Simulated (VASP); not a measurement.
# BN (P6_3/mmc) in VASP: further runs

The runs below take BN through relaxation of cell and atoms, with LDA.

All numbers are computed with VASP 6.6.1; they aren't measurements. Logs are shortened: lines on timing, memory, paths and dates and some standing lists are left out, and cuts for length are marked.

### Step 1. The crystal as given

It takes space group P6_3/mmc (No. 194, hexagonal). Conventional cell: a = 2.498 Å, b = 2.498 Å, c = 6.636 Å, α = 90.00°, β = 90.00°, γ = 120.00°. Around B (site symmetry -6m2) lie 3 N at 1.44 Å. N (site symmetry -6m2) is surrounded by 3 B at 1.44 Å.

### Step 2. Relaxation of cell and atoms, LDA

Contents of INCAR:

```
PREC     = Accurate       # precision mode
ENCUT    = 600            # plane-wave cutoff, eV
EDIFF    = 1E-6           # SCF threshold, eV
ISMEAR   = 0              # smearing method
SIGMA    = 0.03           # smearing width, eV
LREAL    = F              # projectors in reciprocal space
LASPH    = T              # aspherical terms in the spheres
NELM     = 80             # most SCF steps
ALGO     = Normal         # electronic algorithm
ISIF     = 3              # what is computed and relaxed
LWAVE    = F              # write WAVECAR
LCHARG   = F              # write CHGCAR
IBRION   = 2              # ionic algorithm
NSW      = 90             # ionic steps
EDIFFG   = -0.01          # ionic threshold
KPAR     = 2
```

Contents of KPOINTS:

```
Automatic mesh
0
Gamma
  12 12 4
```

Contents of POSCAR:

```
BN
1.0
    2.4982400000      0.0000000000      0.0000000000
   -1.2491200000      2.1635393048      0.0000000000
    0.0000000000      0.0000000000      6.6357000000
B N
2 2
Direct
    0.3333333333      0.6666666667      0.2500000000
    0.6666666667      0.3333333333      0.7500000000
    0.3333333333      0.6666666667      0.7500000000
    0.6666666667      0.3333333333      0.2500000000
```

Potentials or basis: VASP PAW LDA potentials, release 64 (B, N).

Launch:

```console
> cat potpaw_LDA.64/B/POTCAR potpaw_LDA.64/N/POTCAR > POTCAR
> mpirun -np 2 vasp_std > vasp.out
```

OUTCAR:

```text
PREC = Accurate
   ENCUT = 600
   EDIFF = 1E-6
   ISMEAR = 0
   LREAL = F
   LASPH = T
   NELM = 80
   ISIF = 3
   IBRION = 2
   NSW = 90
   EDIFFG = -0.01

 ion  position               nearest neighbor table
   1  0.333  0.667  0.250-   4 1.44   4 1.44   4 1.44
   2  0.667  0.333  0.750-   3 1.44   3 1.44   3 1.44
   3  0.333  0.667  0.750-   2 1.44   2 1.44   2 1.44
   4  0.667  0.333  0.250-   1 1.44   1 1.44   1 1.44

  LATTYP: Found a hexagonal cell.
 ALAT       =     2.4982400000
 C/A-ratio  =     2.6561499296

  Lattice vectors:

 A1 = (   2.4982400000,   0.0000000000,   0.0000000000)
 A2 = (  -1.2491200000,   2.1635393048,   0.0000000000)
 A3 = (   0.0000000000,   0.0000000000,   6.6357000000)

Analysis of symmetry for initial positions (statically):
=====================================================================
 Subroutine PRICEL returns:
 Original cell was already a primitive cell.

 Routine SETGRP: Setting up the symmetry group for a
 hexagonal supercell.

 Subroutine GETGRP returns: Found 24 space group operations
 (whereof 12 operations were pure point group operations)
 out of a pool of 24 trial point group operations.

The static configuration has the point symmetry D_3d.
 The point group associated with its full space group is D_6h.

Analysis of symmetry for dynamics (positions and initial velocities):
=====================================================================
 Subroutine PRICEL returns:
 Original cell was already a primitive cell.

 Routine SETGRP: Setting up the symmetry group for a
 hexagonal supercell.

 Subroutine GETGRP returns: Found 24 space group operations
 (whereof 12 operations were pure point group operations)
 out of a pool of 24 trial point group operations.

The dynamic configuration has the point symmetry D_3d.
 The point group associated with its full space group is D_6h.

 Subroutine INISYM returns: Found 24 space group operations
 (whereof 12 operations are pure point group operations),
 and found     1 'primitive' translations

----------------------------------------------------------------------------------------

                                     Primitive cell

  volume of cell :      35.8662

  direct lattice vectors                    reciprocal lattice vectors
     2.498240000  0.000000000  0.000000000     0.400281798  0.231102804  0.000000000
    -1.249120000  2.163539305  0.000000000     0.000000000  0.462205608  0.000000000
     0.000000000  0.000000000  6.635700000     0.000000000  0.000000000  0.150700002

  length of vectors
     2.498240000  2.498240000  6.635700000     0.462205608  0.462205608  0.150700002

  position of ions in fractional coordinates (direct lattice)
     0.333333333  0.666666667  0.250000000
     0.666666667  0.333333333  0.750000000
     0.333333333  0.666666667  0.750000000
     0.666666667  0.333333333  0.250000000

  ion indices of the primitive-cell ions
   primitive index   ion index
                 1           1
                 2           2
                 3           3
                 4           4

----------------------------------------------------------------------------------------

 KPOINTS: Automatic mesh

Automatic generation of k-mesh.
 Grid dimensions read from file:
 generate k-points for:   12   12    4

 Generating k-lattice:

  Cartesian coordinates                     Fractional coordinates (reciprocal lattice)
     0.033356817  0.019258567  0.000000000     0.083333333 -0.000000000  0.000000000
     0.000000000  0.038517134  0.000000000     0.000000000  0.083333333  0.000000000
     0.000000000  0.000000000  0.037675000     0.000000000  0.000000000  0.250000000

  Length of vectors
     0.038517134  0.038517134  0.037675000

  Shift w.r.t. Gamma in fractional coordinates (k-lattice)
     0.000000000  0.000000000  0.000000000

 Subroutine IBZKPT returns following result:
 ===========================================

 Found     57 irreducible k-points:

 Following reciprocal coordinates:
            Coordinates               Weight
  0.000000  0.000000  0.000000      1.000000
  0.083333 -0.000000  0.000000      6.000000
  0.166667  0.000000  0.000000      6.000000
  0.250000  0.000000  0.000000      6.000000
  0.333333  0.000000  0.000000      6.000000
  0.416667  0.000000  0.000000      6.000000
[... 16 lines left out ...]
  0.250000  0.000000  0.250000     12.000000
  0.333333  0.000000  0.250000     12.000000
 [... further k-points ...]
   k-points           NKPTS =     57   k-points in BZ     NKDIM =     57   number of bands    NBANDS=     12
   number of dos      NEDOS =    301   number of ions     NIONS =      4
   total plane-waves  NPLWV =  21600
   dimension x,y,z NGX =    20 NGY =   20 NGZ =   54
   dimension x,y,z NGXF=    40 NGYF=   40 NGZF=  108
   ions per type =               2   2
   NGX,Y,Z   is equivalent  to a cutoff of  13.31, 13.31, 13.53 a.u.
   NGXF,Y,Z  is equivalent  to a cutoff of  26.62, 26.62, 27.06 a.u.
 SYSTEM =  unknown system
   PREC   = accura    normal or accurate (medium, high low for compatibility)
   ISTART =      0    job   : 0-new  1-cont  2-samecut
   ICHARG =      2    charge: 1-file 2-atom 10-const
   ISPIN  =      1    spin polarized calculation?
   LNONCOLLINEAR =      F non collinear calculations
   LSORBIT =      F    spin-orbit coupling
   LASPH  =      T    aspherical Exc in radial PAW
   ENCUT  =  600.0 eV  44.10 Ry    6.64 a.u.   4.99  4.99 13.25*2*pi/ulx,y,z
   NELM   =     80;   NELMIN=  2; NELMDL= -5     # of ELM steps
   EDIFF  = 0.1E-05   stopping-criterion for ELM
   LREAL  =      F    real-space projection
   EDIFFG = -.1E-01   stopping-criterion for IOM
   NSW    =     90    number of steps for IOM
   IBRION =      2    ionic relax: 0-MD 1-quasi-New 2-CG
   NFREE  =      1    steps in history (QN), initial steepest desc. (CG)
   ISIF   =      3    stress and relaxation
   ISYM   =      2    0-nonsym 1-usesym 2-fastsym
   POTIM  = 0.5000    time-step for ionic-motion
   TEBEG  =    0.0;   TEEND  =   0.0 temperature during run
   PSTRESS=    0.0 pullay stress
   NELECT =      16.0000    total number of electrons
   NUPDOWN=      -1.0000    fix difference up-down
   EMIN   =  10.00;   EMAX   =-10.00  energy-range for DOS
   EFERMI =   0.00;   METHOD = LEGACY
   ISMEAR =     0;   SIGMA  =   0.03  broadening in eV -4-tet -1-fermi 0-gaus
   EFERMI_NEDOS =   21; number of points for ismear=-14 and -15
   IALGO  =     38    algorithm
   IMIX   =      4    mixing-type and parameters
     AMIX     =   0.40;   BMIX     =  1.00
     AMIX_MAG =   1.60;   BMIX_MAG =  1.00
  volume/ion in A,a.u.               =       8.97        60.51
  Fermi-wavevector in a.u.,A,eV,Ry     =   1.250891  2.363842 21.289433  1.564729
  Thomas-Fermi vector in A             =   2.384864
   LORBIT       =      0    0 simple, 1 ext, 2 COOP (PROOUT), +10 PAW based schemes
   GGA     = CA    functional components
   LHFCALC =     F    Hartree Fock is set to
   AEXX    =    0.0000 exact exchange contribution
   IVDW    =     0    specifies the selected vdW correction
   LEPSILON=     F    determine dielectric tensor
   LRPA    =     F    only Hartree local field effects (RPA)
 conjugate gradient relaxation of ions
 non-spin polarized calculation
 Gauss-broadening in eV      SIGMA  =   0.03
  energy-cutoff  :      600.00
  volume of cell :       35.87
 maximum number of plane-waves:      1224
 NGX is ok and might be reduce to    20
   NGX =  9   NGY =  9   NGZ = 27

--------------------------------------- Ionic step        1  -------------------------------------------

 number of electron      16.0000002 magnetization

 Free energy of the ion-electron system (eV)
  ---------------------------------------------------
  ext. energy  EPLUGINS =         0.00000000
  ---------------------------------------------------
  free energy    TOTEN  =       -38.58187376 eV

  energy without entropy =      -38.58187376  energy(sigma->0) =      -38.58187376

------------------------ aborting loop because EDIFF is reached ----------------------------------------

  FORCE on cell =-STRESS in cart. coord.  units (eV):
  Direction    XX          YY          ZZ          XY          YZ          ZX
  --------------------------------------------------------------------------------------
  -------------------------------------------------------------------------------------
  Total       -0.8037439     -0.8037439     -0.1753529      0.0000000     -0.0000000      0.0000000
  in kB      -35.9039808    -35.9039808     -7.8331742      0.0000000     -0.0000000      0.0000000
  external PRESSURE =     -26.5470452 kB  Pullay stress =       0.0000000 kB
[... 289 lines left out ...]
  energy  without entropy=      -38.5869831582  energy(sigma->0) =      -38.58698316

--------------------------------------- Ionic step        9  -------------------------------------------

 number of electron      16.0000000 magnetization

 Free energy of the ion-electron system (eV)
  ---------------------------------------------------
  ext. energy  EPLUGINS =         0.00000000
  ---------------------------------------------------
  free energy    TOTEN  =       -38.58739652 eV

  energy without entropy =      -38.58739652  energy(sigma->0) =      -38.58739652

 E-fermi :   2.7148     XC(G=0): -10.7512

 val. band max:        2.5115250965   @ k =   0.3333   0.2500   0.0000
 cond. band min:       6.5398676885   @ k =   0.5000   0.0000   0.0000
 fundamental gap:      4.0283425920
 Fermi energy:         2.7148242398

 k-point     1 :       0.0000    0.0000    0.0000
  band No.  band energies     occupation
      1     -15.2454      2.00000
      2     -14.8511      2.00000
      3      -4.0786      2.00000
      4      -1.5308      2.00000
      5       1.1595      2.00000
      6       1.1595      2.00000
      7       1.2092      2.00000
      8       1.2092      2.00000
      9       7.6456      0.00000
     10      12.9663      0.00000
     11      14.0381      0.00000
     12      14.0381      0.00000
[... 331 lines left out ...]
 k-point    24 :       0.3333    0.0000    0.2500
  band No.  band energies     occupation
      1     -13.1725      2.00000
      2     -12.9711      2.00000
      3      -4.4032      2.00000
      4      -4.3228      2.00000
      5      -1.1319      2.00000
      6      -1.0740      2.00000
      7      -0.9231      2.00000
      8       0.5421      2.00000
      9       9.1956      0.00000
     10       9.9310      0.00000
     11      11.4945      0.00000
     12      12.8439      0.00000

 [... further k-points ...]
[... 5 lines left out ...]
  --------------------------------------------------------------------------------------
  -------------------------------------------------------------------------------------
  Total        0.0279534      0.0279534     -0.0061996      0.0000000     -0.0000000      0.0000000
  in kB        1.2959695      1.2959695     -0.2874255      0.0000000     -0.0000000      0.0000000
  external PRESSURE =       0.7681712 kB  Pullay stress =       0.0000000 kB
[... 19 lines left out ...]
  FREE ENERGIE OF THE ION-ELECTRON SYSTEM (eV)
  ---------------------------------------------------
  free  energy   TOTEN  =       -38.5873965238 eV

  energy  without entropy=      -38.5873965238  energy(sigma->0) =      -38.58739652

 reached required accuracy - stopping structural energy minimisation
```

It took 31 s on 2 MPI ranks of AMD EPYC 9R45 (Zen 5), shared host; peak memory 0.12 GiB.

Results:

```
Free energy                            : -38.5874 eV
Relaxed volume                         : 8.64 Å³/atom
Relaxed cell                           : a = 2.490 Å, b = 2.490 Å, c = 6.437 Å, α = 90.00°, β = 90.00°, γ = 120.00°
Space group after relaxing (to 0.05 Å) : P6_3/mmc (No. 194)
Energy gained by relaxing              : 1.4 meV/atom
Ionic steps                            : 9
Pressure after relaxing                : 0.1 GPa
Band gap on the k mesh                 : 4.03 eV, indirect (least direct gap 4.43 eV)
```

Step by step:
| step | energy change (eV) | largest force (eV/Å) | pressure (GPa) | volume (Å³) |
| --- | --- | --- | --- | --- |
| 1 | 0.0000 | 0.0000 | -2.65 | 35.87 |
| 2 | 0.0074 | 0.0000 | 4.69 | 35.10 |
| 3 | -0.0028 | 0.0000 | -0.23 | 35.60 |
| 4 | -0.0028 | 0.0000 | -0.18 | 35.60 |
| 5 | -0.0031 | 0.0000 | -0.14 | 35.53 |
| 6 | -0.0039 | 0.0000 | -0.10 | 35.33 |
| 7 | -0.0051 | 0.0000 | -0.02 | 34.94 |
| 8 | -0.0051 | 0.0000 | 0.22 | 34.16 |
| 9 | -0.0055 | 0.0000 | 0.08 | 34.56 |

Final structure:
```yaml
crystal:
  lattice:
    - [2.48988, 0.00000, 0.00000]
    - [-1.24494, 2.15630, 0.00000]
    - [0.00000, 0.00000, 6.43670]
  atoms:
    - { symbol: B, position: [0.33333, 0.66667, 0.25000] }
    - { symbol: B, position: [0.66667, 0.33333, 0.75000] }
    - { symbol: N, position: [0.33333, 0.66667, 0.75000] }
    - { symbol: N, position: [0.66667, 0.33333, 0.25000] }
```

A k mesh can miss the band edges. LDA gaps usually lie below the measured ones, often by a third to a half.

[end of part 1 of 2]
